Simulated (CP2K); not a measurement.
Runs of CP2K 2026.2 on Nb. Symmetry: Im-3m, No. 229, cubic system. Conventional cell: a = 3.328 Å, b = 3.328 Å, c = 3.328 Å, α = 90.00°, β = 90.00°, γ = 90.00°. Nb (site symmetry m-3m) is surrounded by 8 Nb at 2.88 Å. 

| task | level | potentials or basis | basis sets | potentials | ADDED_MOS | points a segment of the path (NPOINTS) | bands added on the path | gap on the mesh (eV) | pressure (GPa) |
| --- | --- | --- | --- | --- | --- | --- | --- | --- | --- |
| band structure | RPBE | POTENTIAL_UZH Nb GTH-PBE-q13; TZVP-MOLOPT-PBE-GTH basis | Nb TZVP-MOLOPT-PBE-GTH-q13 | Nb GTH-PBE-q13 of POTENTIAL_UZH | [11] | 8 | 2 | none | (c) |
| band structure | LDA | POTENTIAL_UZH Nb GTH-PBE-q13; TZVP-MOLOPT-PBE-GTH basis | Nb TZVP-MOLOPT-PBE-GTH-q13 | Nb GTH-PBE-q13 of POTENTIAL_UZH | [11] | 8 | 2 | none | -9.6 |
| single point | PBE | GTH_POTENTIALS Nb GTH-PBE-q13; TZVP-MOLOPT-SR-GTH basis | Nb TZVP-MOLOPT-SR-GTH-q13 | Nb GTH-PBE-q13 of GTH_POTENTIALS | [11] | - | - | none | -1.7 |
| band structure | PBEsol | POTENTIAL_UZH Nb GTH-PBE-q13; TZVP-MOLOPT-PBE-GTH basis | Nb TZVP-MOLOPT-PBE-GTH-q13 | Nb GTH-PBE-q13 of POTENTIAL_UZH | [11] | 8 | 2 | none | (a) |
| band structure | r2SCAN | POTENTIAL_UZH Nb GTH-PBE-q13; TZVP-MOLOPT-PBE-GTH basis | Nb TZVP-MOLOPT-PBE-GTH-q13 | Nb GTH-PBE-q13 of POTENTIAL_UZH | [11] | 8 | 2 | none | -2.2 |
| band structure | PW91 | POTENTIAL_UZH Nb GTH-PBE-q13; TZVP-MOLOPT-PBE-GTH basis | Nb TZVP-MOLOPT-PBE-GTH-q13 | Nb GTH-PBE-q13 of POTENTIAL_UZH | [11] | 8 | 2 | none | (b) |
| single point | PBE | POTENTIAL_UZH Nb GTH-PBE-q13; TZVP-MOLOPT-PBE-GTH basis | Nb TZVP-MOLOPT-PBE-GTH-q13 | Nb GTH-PBE-q13 of POTENTIAL_UZH | [11] | - | - | none | -1.0 |
| single point | PBE | GTH_POTENTIALS Nb GTH-PBE-q13; SZV-MOLOPT-SR-GTH basis | Nb SZV-MOLOPT-SR-GTH-q13 | Nb GTH-PBE-q13 of GTH_POTENTIALS | [3] | - | - | none | -11.1 |

Alike in all rows: no spin polarisation; cell as given; k mesh 11 × 11 × 11; smearing fermi-dirac 0.05 eV.

Q: Fill in the values left out.

A: (a) -6.4; (b) -1.2; (c) 1.5.

Caveats: the basis of atomic orbitals isn't converged, which shifts pressures, moduli and gaps; the potentials were made for another functional, which shifts forces and pressure (some runs); a minimal basis gives rough bond lengths, pressures and levels (some runs).

A k mesh can miss the band edges, and the runs leave out spin-orbit coupling on Nb.

A gap of «none» marks a metal or a gap under the smearing width.
